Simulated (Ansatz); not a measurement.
# CdSe (Cadmoselite): the cost of one run

Method: DFT PBEsol, all-electron LAPW, scalar-relativistic unless said, in Ansatz 0.2.0.

The COD entry's cell or inner coordinates are ideal or old and differ from later refinements, so a difference from it is no clean test against experiment.

### 1 The structure to begin with

Symmetry: P6_3mc, No. 186, hexagonal system. The conventional cell has a = 4.301 Å, b = 4.301 Å, c = 7.022 Å, α = 90.00°, β = 90.00°, γ = 120.00°. Around Cd (site symmetry 3m) lie 4 Se at 2.63 to 2.64 Å. Se (site symmetry 3m) is surrounded by 4 Cd at 2.63 to 2.64 Å.

Structure file:

```cif
data_structure
_symmetry_space_group_name_H-M 'P6_3mc'
_symmetry_Int_Tables_number 186
_cell_length_a 4.3011
_cell_length_b 4.3011
_cell_length_c 7.0222
_cell_angle_alpha 90.000
_cell_angle_beta 90.000
_cell_angle_gamma 120.000
_cell_volume 112.50
loop_
_atom_site_label
_atom_site_type_symbol
_atom_site_symmetry_multiplicity
_atom_site_Wyckoff_symbol
_atom_site_fract_x
_atom_site_fract_y
_atom_site_fract_z
_atom_site_occupancy
Cd1 Cd 2 b 0.33333 0.66667 0.00470 1
Se1 Se 2 b 0.33333 0.66667 0.38030 1
```

Cartesian axes are those of the input's lattice vectors. The structure goes back to a database entry.

### 2 Reference run, fine mesh, LAPW

Input file input.yaml:

```yaml
crystal:
  lattice:
    - [4.30110166299, 0.0, 0.0]
    - [-2.1505508315, 3.72486330441, 0.0]
    - [0.0, 0.0, 7.02224097909]
  atoms:
    - { symbol: Cd, position: [0.333333333333, 0.666666666667, 0.004699208728] }
    - { symbol: Cd, position: [0.666666666667, 0.333333333333, 0.504699208728] }
    - { symbol: Se, position: [0.333333333333, 0.666666666667, 0.380300791272] }
    - { symbol: Se, position: [0.666666666667, 0.333333333333, 0.880300791272] }
kpoints:
  mp_grid: { grid: [6, 6, 4] }
scf:
  occupations: { method: fermi_dirac, width: 0.01 }
hamiltonian:
  xc: pbesol
  pseudopotentials: { kind: all_electron, lapw: { basis_error: 0.001 } }
magnetization:
  noncollinear: true
  spin_orbit: true
output:
  forces: true
  stress: true
  eigenvalues: true
  eigenstates:
    nscf_kmesh: { grid: [10, 10, 6] }
    de_dk: true
    e_range: [-9, 10.53869631886]
checkpoint:
  write: ck
  write_wavefunctions: false
```

Started as:

```console
ansatz run input.yaml --threads 1 --pin off --max-ram 3072MiB --backend cpu --events-out ev --progress --plain --runs-dir out
```

What time and memory should one allow on 1 thread of Intel Xeon 6975P-C (Granite Rapids), shared host?

About 5.6 min, with a peak of 1.1 GiB.
